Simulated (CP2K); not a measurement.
Runs of CP2K 2026.2 on NiO. It takes space group Fm-3m (No. 225, cubic). The conventional cell has a = 4.172 Å, b = 4.172 Å, c = 4.172 Å, α = 90.00°, β = 90.00°, γ = 90.00°. Around Ni (site symmetry m-3m) lie 6 O at 2.09 Å. O (site symmetry m-3m) is surrounded by 6 Ni at 2.09 Å. 

| task | level | potentials or basis | cell | smearing | EPS_DEFAULT | MIXING METHOD | MIXING ALPHA | NBUFFER | NGRIDS | gap on the mesh (eV) | pressure (GPa) | moment (μB) |
| --- | --- | --- | --- | --- | --- | --- | --- | --- | --- | --- | --- | --- |
| single point | PBEsol | GTH_POTENTIALS Ni GTH-PBE-q18; POTENTIAL_UZH O GTH-PBE-q6; TZVP-MOLOPT-SR-GTH, TZVP-MOLOPT-PBE-GTH basis | as given | fermi-dirac 0.05 eV | 1.0E-10 | PULAY_MIXING | 0.4 | 6 | 5 | none | -2.9 | 1.75 |
| single point | PBE | GTH_POTENTIALS Ni GTH-PBE-q18; POTENTIAL_UZH O GTH-PBE-q6; TZVP-MOLOPT-SR-GTH, TZVP-MOLOPT-PBE-GTH basis | as given | fermi-dirac 0.05 eV | 1.0E-10 | PULAY_MIXING | 0.4 | 6 | 4 | none | 9.0 | (b) |
| band structure | PBEsol | POTENTIAL_UZH Ni GTH-PBE-q18, O GTH-PBE-q6; TZVP-MOLOPT-PBE-GTH basis | as given | fermi-dirac 0.1 eV | 1.0E-10 | BROYDEN_MIXING | 0.2 | 10 | 4 | none | (a) | 1.68 |
| single point | PBE | POTENTIAL_UZH Ni GTH-PBE-q18, O GTH-PBE-q6; TZVP-MOLOPT-PBE-GTH basis | atoms moved at random, drawn with an rms of 0.05 Å | fermi-dirac 0.1 eV | 1.0E-10 | BROYDEN_MIXING | 0.2 | 10 | 5 | none | 8.0 | 1.87 |
| band structure | LDA | GTH_POTENTIALS Ni GTH-PADE-q18, O GTH-PADE-q6; TZVP-MOLOPT-SR-GTH, TZVP-MOLOPT-PBE-GTH basis | as given | fermi-dirac 0.01 eV | 1.0E-9 | PULAY_MIXING | 0.4 | 6 | 5 | none | -16.9 | 1.30 |

Alike in all rows: spin collinear, ferromagnetic start; k mesh 11 × 11 × 11.

Task: Fill in the values left out.

Result: (a) -4.1; (b) 1.92.

Caveats: the basis of atomic orbitals isn't converged, which shifts pressures, moduli and gaps; a cell with one magnetic atom can't hold antiferromagnetic order, which such compounds often take; semilocal functionals often make such compounds metallic where correlation or magnetic order opens a gap, which also shifts bond lengths; the potentials were made for another functional, which shifts forces and pressure (some runs); so large a pressure means that the cell lies far from this level's equilibrium, or that cutoff or potentials fall short (some runs).

A k mesh can miss the band edges.

A gap of «none» marks a metal or a gap under the smearing width.

Not every run made on this cell is shown here.
